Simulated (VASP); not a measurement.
KI: single point with PBEsol

**Experimental background.**

From a printed reference work, monograph, for a bulk crystal of KI: band gap 6.32 eV.

The system is KI.

```
CELL_PARAMETERS angstrom
0.00000 3.53277 3.53277
3.53277 0.00000 3.53277
3.53277 3.53277 0.00000
ATOMIC_POSITIONS crystal
I 0.50000 0.50000 0.50000
K 0.00000 0.00000 0.00000
```

```yaml
Program: VASP 6.6.1
Task: single point
Functional: PBEsol
Potentials_or_basis: VASP PAW PBE potentials, release 64 (I, K_sv)
Cutoff: 520 eV
k_mesh: 5 × 5 × 5
Occupations: fermi-dirac, width 0.05 eV
Spin: no spin polarisation
Dipole_correction: no
Further_INCAR_settings: ALGO = Normal; EDIFF = 1e-07; NBANDS = 15
```

| Item | Value |
| --- | --- |
| Pressure | -0.3 GPa |
| Band gap on the k mesh | 3.81 eV |

Levels at points of the mesh, in eV from the valence-band top:
```csv
k point,band 4,band 5,band 6,band 7,band 8,band 9,band 10,band 11,band 12,band 13
"(0.00, 0.00, 0.00)",-11.88,-10.54,0.00,0.00,0.00,3.81,6.43,6.43,6.43,7.17
```

It took 22 s on 1 thread of Intel(R) Xeon(R) Platinum 8259CL CPU @ 2.50GHz (Skylake/Cascade Lake), with other jobs on the host, peak memory 0.23 GiB.

Against the measured gap of KI, 6.32 eV (a printed reference work, monograph), the calculated 3.81 eV is off by -2.51 eV. Spin-orbit coupling on I is left out. The value is that of PBEsol, without temperature or zero-point motion. Semilocal functionals fall short of measured gaps as a rule.

Caveat: the PAW data sets were made with another functional, which shifts forces and pressure a little; spin-orbit coupling is left out, which moves the levels of the heavy elements.
